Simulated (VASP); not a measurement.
# ZnS (Wurtzite-2H) (P6_3mc) in VASP: notebook, part 2 of 2

VASP 6.6.1.

## Step 3: Single point, PBE, spin-orbit coupling, no magnetisation

Contents of INCAR:

```
ALGO     = Normal         # electronic algorithm
EDIFF    = 1E-7           # SCF threshold, eV
ENCUT    = 350            # plane-wave cutoff, eV
GGA      = PE             # functional
GGA_COMPAT= F            
ISIF     = 2              # what is computed and relaxed
ISMEAR   = 0              # smearing method
LASPH    = T              # aspherical terms in the spheres
LCHARG   = F              # write CHGCAR
LORBIT   = 11             # projections on sites
LREAL    = Auto         
LSORBIT  = T              # spin-orbit coupling
LWAVE    = F              # write WAVECAR
MAGMOM   = 0 0 0 0 0 0 0 0 0 0 0 0 # initial moments
NBANDS   = 52             # bands
NELM     = 100            # most SCF steps
PREC     = Accurate       # precision mode
SIGMA    = 0.02           # smearing width, eV
```

Contents of KPOINTS:

```
k-points
0
Gamma
  6 6 3
```

Contents of POSCAR:

```
ZnS
1.0
    3.8110000000      0.0000000000      0.0000000000
   -1.9055000000      3.3004228138      0.0000000000
    0.0000000000      0.0000000000      6.2340000000
Zn S
2 2
Direct
    0.6666666667      0.3333333333      0.5000000000
    0.3333333333      0.6666666667      0.0000000000
    0.6666666667      0.3333333333      0.8850000000
    0.3333333333      0.6666666667      0.3850000000
```

Potentials or basis: VASP PAW PBE potentials, release 64 (Zn, S).

Launch:

```console
$ cat potpaw_PBE.64/Zn/POTCAR potpaw_PBE.64/S/POTCAR > POTCAR
$ mpirun -np 1 vasp_ncl > vasp.out
```

OUTCAR:

```text
EDIFF = 1E-7
   ENCUT = 350
   GGA = PE
   ISIF = 2
   ISMEAR = 0
   LASPH = T
   LORBIT = 11
   LREAL = Auto
   LSORBIT = T
   NELM = 100
   PREC = Accurate

 Found     21 irreducible k-points:

 Following reciprocal coordinates:
            Coordinates               Weight
  0.000000  0.000000  0.000000      1.000000
  0.166667 -0.000000  0.000000      6.000000
  0.333333  0.000000  0.000000      6.000000
  0.500000  0.000000  0.000000      3.000000
  0.166667  0.166667  0.000000      6.000000
  0.333333  0.166667  0.000000     12.000000
   k-points           NKPTS =     21   k-points in BZ     NKDIM =     21   number of bands    NBANDS=     52
   number of dos      NEDOS =    301   number of ions     NIONS =      4
   total plane-waves  NPLWV =  23040
   dimension x,y,z NGX =    24 NGY =   24 NGZ =   40
   dimension x,y,z NGXF=    48 NGYF=   48 NGZF=   80
   ions per type =               2   2
   NGX,Y,Z   is equivalent  to a cutoff of  10.47, 10.47, 10.67 a.u.
   NGXF,Y,Z  is equivalent  to a cutoff of  20.94, 20.94, 21.33 a.u.
 SYSTEM =  unknown system
   PREC   = accura    normal or accurate (medium, high low for compatibility)
[... 427 lines left out ...]
     0.0000000     0.0000000     0.0000000     0.0000000     0.0000000     0.0000000     0.0000000
     0.0000000     0.0000000     0.0000000     0.0000000     0.0000000     0.0000000     0.0000000
     0.0000000     0.0000000     0.0000000     0.0000000     0.0000000     0.0000000     0.0000000
     0.0000000     0.0000000     0.0000000     0.0000000     0.0000000     0.0000000     0.0000000
[... 49 lines left out ...]
 l=   2
     0.0000000     0.0000000     0.0000000     0.0000000     0.0000000
     0.0000000     0.0000000     0.0000000     0.0000000     0.0000000
     0.0000000     0.0000000     0.0000000     0.0000000     0.0000000
     0.0000000     0.0000000     0.0000000     0.0000000     0.0000000
     0.0000000     0.0000000     0.0000000     0.0000000     0.0000000
 l=   3
     0.0000000     0.0000000     0.0000000     0.0000000     0.0000000     0.0000000     0.0000000
     0.0000000     0.0000000     0.0000000     0.0000000     0.0000000     0.0000000     0.0000000
     0.0000000     0.0000000     0.0000000     0.0000000     0.0000000     0.0000000     0.0000000
     0.0000000     0.0000000     0.0000000     0.0000000     0.0000000     0.0000000     0.0000000
     0.0000000     0.0000000     0.0000000     0.0000000     0.0000000     0.0000000     0.0000000
     0.0000000     0.0000000     0.0000000     0.0000000     0.0000000     0.0000000     0.0000000
     0.0000000     0.0000000     0.0000000     0.0000000     0.0000000     0.0000000     0.0000000

 total charge

# of ion       s       p       d       tot
------------------------------------------
    1        0.521   0.482   9.797  10.800
    2        0.521   0.482   9.797  10.800
    3        1.314   2.442   0.000   3.756
    4        1.314   2.442   0.000   3.756
--------------------------------------------------
tot          3.670   5.848  19.594  29.112

 magnetization (x)

# of ion       s       p       d       tot
------------------------------------------
    1       -0.000  -0.000   0.000  -0.000
    2        0.000   0.000   0.000   0.000
    3        0.000   0.000   0.000   0.000
    4        0.000   0.000   0.000   0.000
--------------------------------------------------
tot         -0.000  -0.000   0.000  -0.000

 magnetization (y)

# of ion       s       p       d       tot
------------------------------------------
    1        0.000   0.000   0.000   0.000
    2        0.000  -0.000   0.000  -0.000
    3        0.000  -0.000   0.000  -0.000
    4        0.000   0.000   0.000   0.000
--------------------------------------------------
tot          0.000  -0.000   0.000  -0.000

 magnetization (z)

# of ion       s       p       d       tot
------------------------------------------
    1        0.000   0.000   0.000   0.000
    2        0.000   0.000   0.000   0.000
    3        0.000   0.000   0.000   0.000
    4        0.000   0.000   0.000   0.000
--------------------------------------------------
tot          0.000   0.000   0.000   0.000
```

OSZICAR:

```text
N       E                     dE             d eps       ncg     rms          rms(c)
DAV:   1     0.251026346488E+03    0.25103E+03   -0.12655E+04  2184   0.128E+03
DAV:   2     0.186579556093E+02   -0.23237E+03   -0.21910E+03  2200   0.328E+02
DAV:   3    -0.132332384120E+02   -0.31891E+02   -0.31311E+02  2500   0.121E+02
DAV:   4    -0.144963911437E+02   -0.12632E+01   -0.12577E+01  2544   0.251E+01
DAV:   5    -0.145167115141E+02   -0.20320E-01   -0.20307E-01  2500   0.313E+00    0.996E+00
DAV:   6    -0.136602512440E+02    0.85646E+00   -0.14654E+00  3144   0.365E+01    0.759E+00
DAV:   7    -0.136659504740E+02   -0.56992E-02   -0.14104E+00  2400   0.659E+00    0.343E+00
DAV:   8    -0.136561193383E+02    0.98311E-02   -0.51695E-02  2676   0.270E+00    0.107E+00
DAV:   9    -0.136567659247E+02   -0.64659E-03   -0.13510E-02  2756   0.172E+00    0.352E-01
DAV:  10    -0.136569348216E+02   -0.16890E-03   -0.96203E-04  2516   0.303E-01    0.169E-01
DAV:  11    -0.136571165903E+02   -0.18177E-03   -0.12355E-04  2340   0.159E-01    0.714E-02
DAV:  12    -0.136572077782E+02   -0.91188E-04   -0.16512E-04  2360   0.159E-01    0.176E-02
DAV:  13    -0.136572090349E+02   -0.12567E-05   -0.15952E-05  2524   0.430E-02    0.883E-03
DAV:  14    -0.136572119382E+02   -0.29033E-05   -0.58734E-06  2260   0.137E-02    0.672E-03
DAV:  15    -0.136572119505E+02   -0.12210E-07   -0.28679E-07  2712   0.776E-03
   1 F= -.13657212E+02 E0= -.13657212E+02  d E =-.347083E-30  mag=     0.0000    -0.0000     0.0000
```

stdout:

```text
POSCAR found type information on POSCAR ZnS
 POSCAR found :  2 types and       4 ions
 scaLAPACK will be used
 -----------------------------------------------------------------------------
|                                                                             |
|                                                                             |
|     You have a (more or less) 'small supercell' and for smaller cells       |
|     it is recommended to use the reciprocal-space projection scheme!        |
|     The real-space optimization is not efficient for small cells and it     |
|     is also less accurate ...                                               |
|     Therefore, set LREAL=.FALSE. in the INCAR file.                         |
|                                                                             |
 -----------------------------------------------------------------------------

 LDA part: xc-table for (Slater+PW92), standard interpolation
 POSCAR, INCAR and KPOINTS ok, starting setup
 FFT: planning ... GRIDC
 FFT: planning ... GRID_SOFT
 FFT: planning ... GRID
 WAVECAR not read
 entering main loop
```

Run time: 2.6 min. Hardware: 1 thread of Intel Xeon Platinum 8259CL at 2.50GHz (Skylake/Cascade Lake), shared host; peak memory 0.28 GiB.

These settings aren't checked as converged: the numbers below hold their error.

What came out:

| Item | Value |
| --- | --- |
| Free energy | -13.6572 eV |
| Pressure | 2.3 GPa |
| Largest force | 0.323 eV/Å |
| Valence electrons inside the program's atomic spheres | Zn 10.80; S 3.76 |

## Step 4: Single point, PBE, spin-orbit coupling, no magnetisation

INCAR: that of step 3 with these lines changed.

```diff
@@ -10,3 +10,3 @@
 LORBIT   = 11             # projections on sites
-LREAL    = Auto         
+LREAL    = F              # projectors in reciprocal space
 LSORBIT  = T              # spin-orbit coupling
@@ -17,2 +17,2 @@
 PREC     = Accurate       # precision mode
-SIGMA    = 0.02           # smearing width, eV
+SIGMA    = 0.2            # smearing width, eV
```

KPOINTS is that of step 3.

POSCAR is that of step 3.

Launch:

```console
$ cat potpaw_PBE.64/Zn/POTCAR potpaw_PBE.64/S/POTCAR > POTCAR
$ mpirun -np 1 vasp_ncl > vasp.out
```

It took 92 s on 1 thread of Intel Xeon Platinum 8259CL at 2.50GHz (Skylake/Cascade Lake), shared host; peak memory 0.28 GiB.

These settings aren't checked as converged: the numbers below hold their error.

What came out:

| Item | Value |
| --- | --- |
| Free energy | -13.6558 eV |
| Pressure | 2.3 GPa |
| Largest force | 0.322 eV/Å |
| Valence electrons inside the program's atomic spheres | Zn 10.80; S 3.76 |

## Step 5: Single point, PBE, spin-orbit coupling, no magnetisation

INCAR: that of step 4 with these lines changed.

```diff
@@ -2,3 +2,3 @@
 EDIFF    = 1E-7           # SCF threshold, eV
-ENCUT    = 350            # plane-wave cutoff, eV
+ENCUT    = 500            # plane-wave cutoff, eV
 GGA      = PE             # functional
@@ -17,2 +17,2 @@
 PREC     = Accurate       # precision mode
-SIGMA    = 0.2            # smearing width, eV
+SIGMA    = 0.02           # smearing width, eV
```

Contents of KPOINTS:

```
k-points
0
Gamma
  5 5 3
```

POSCAR is that of step 4.

Potentials or basis: VASP PAW PBE potentials, release 64 (Zn, S).

Launch:

```console
$ cat potpaw_PBE.64/Zn/POTCAR potpaw_PBE.64/S/POTCAR > POTCAR
$ mpirun -np 1 vasp_ncl > vasp.out
```

OUTCAR:

```text
EDIFF = 1E-7
   ENCUT = 500
   GGA = PE
   ISIF = 2
   ISMEAR = 0
   LASPH = T
   LORBIT = 11
   LREAL = F
   LSORBIT = T
   NELM = 100
   PREC = Accurate

 Found     15 irreducible k-points:

 Following reciprocal coordinates:
            Coordinates               Weight
  0.000000  0.000000  0.000000      1.000000
  0.200000  0.000000  0.000000      6.000000
  0.400000  0.000000  0.000000      6.000000
  0.200000  0.200000  0.000000      6.000000
  0.400000  0.200000  0.000000      6.000000
  0.000000  0.000000  0.333333      1.000000
   k-points           NKPTS =     15   k-points in BZ     NKDIM =     15   number of bands    NBANDS=     52
   number of dos      NEDOS =    301   number of ions     NIONS =      4
[... 499 lines left out ...]
     0.0000000     0.0000000     0.0000000     0.0000000     0.0000000     0.0000000     0.0000000
     0.0000000     0.0000000     0.0000000     0.0000000     0.0000000     0.0000000     0.0000000
     0.0000000     0.0000000     0.0000000     0.0000000     0.0000000     0.0000000     0.0000000

 total charge

# of ion       s       p       d       tot
------------------------------------------
    1        0.520   0.482   9.802  10.803
    2        0.520   0.482   9.802  10.803
    3        1.314   2.445   0.000   3.759
    4        1.314   2.445   0.000   3.759
--------------------------------------------------
tot          3.667   5.854  19.603  29.124

 magnetization (x)

# of ion       s       p       d       tot
------------------------------------------
    1       -0.000   0.000   0.000   0.000
    2       -0.000  -0.000  -0.000  -0.000
    3       -0.000  -0.000   0.000  -0.000
    4        0.000   0.000   0.000   0.000
--------------------------------------------------
tot         -0.000   0.000   0.000  -0.000

 magnetization (y)

# of ion       s       p       d       tot
------------------------------------------
    1        0.000   0.000   0.000   0.000
    2        0.000   0.000   0.000   0.000
    3        0.000   0.000   0.000   0.000
    4       -0.000  -0.000   0.000  -0.000
--------------------------------------------------
tot          0.000   0.000   0.000   0.000

 magnetization (z)

# of ion       s       p       d       tot
------------------------------------------
    1       -0.000   0.000   0.000   0.000
    2        0.000   0.000  -0.000   0.000
    3       -0.000   0.000   0.000   0.000
    4       -0.000   0.000   0.000   0.000
--------------------------------------------------
tot         -0.000   0.000   0.000   0.000
```

OSZICAR:

```text
N       E                     dE             d eps       ncg     rms          rms(c)
DAV:   1     0.297166440296E+03    0.29717E+03   -0.15812E+04  1560   0.164E+03
DAV:   2     0.287261771099E+02   -0.26844E+03   -0.25285E+03  1560   0.395E+02
DAV:   3    -0.124635070863E+02   -0.41190E+02   -0.40239E+02  1740   0.143E+02
DAV:   4    -0.144805343324E+02   -0.20170E+01   -0.20058E+01  1824   0.323E+01
DAV:   5    -0.145137471676E+02   -0.33213E-01   -0.33187E-01  1796   0.407E+00    0.995E+00
DAV:   6    -0.136513073811E+02    0.86244E+00   -0.14916E+00  2236   0.373E+01    0.758E+00
DAV:   7    -0.136581241897E+02   -0.68168E-02   -0.14313E+00  1704   0.675E+00    0.345E+00
DAV:   8    -0.136486200046E+02    0.95042E-02   -0.51277E-02  1920   0.274E+00    0.109E+00
DAV:   9    -0.136492501890E+02   -0.63018E-03   -0.13561E-02  2000   0.176E+00    0.348E-01
DAV:  10    -0.136494223220E+02   -0.17213E-03   -0.99792E-04  1832   0.317E-01    0.167E-01
DAV:  11    -0.136496084431E+02   -0.18612E-03   -0.12778E-04  1676   0.172E-01    0.707E-02
DAV:  12    -0.136497008637E+02   -0.92421E-04   -0.17510E-04  1664   0.166E-01    0.180E-02
DAV:  13    -0.136497021615E+02   -0.12978E-05   -0.16808E-05  1800   0.427E-02    0.922E-03
DAV:  14    -0.136497052154E+02   -0.30539E-05   -0.58439E-06  1604   0.139E-02    0.840E-03
DAV:  15    -0.136497051933E+02    0.22098E-07   -0.34318E-07  1984   0.962E-03
   1 F= -.13649705E+02 E0= -.13649705E+02  d E =-.375486E-18  mag=    -0.0000    -0.0000     0.0000
```

stdout:

```text
POSCAR found type information on POSCAR ZnS
 POSCAR found :  2 types and       4 ions
 scaLAPACK will be used
 LDA part: xc-table for (Slater+PW92), standard interpolation
 POSCAR, INCAR and KPOINTS ok, starting setup
 FFT: planning ... GRIDC
 FFT: planning ... GRID_SOFT
 FFT: planning ... GRID
 WAVECAR not read
 entering main loop
```

Wall time 2.2 min (1 thread of Intel Xeon Platinum 8259CL at 2.50GHz (Skylake/Cascade Lake), shared host); peak memory 0.37 GiB.

These settings aren't checked as converged: the numbers below hold their error.

Results:

```
Free energy                                           : -13.6497 eV
Pressure                                              : 2.5 GPa
Largest force                                         : 0.327 eV/Å
Valence electrons inside the program's atomic spheres : Zn 10.80; S 3.76
```

Caveat: the k mesh is coarse (spacing up to 0.38 Å⁻¹), so the values aren't converged.
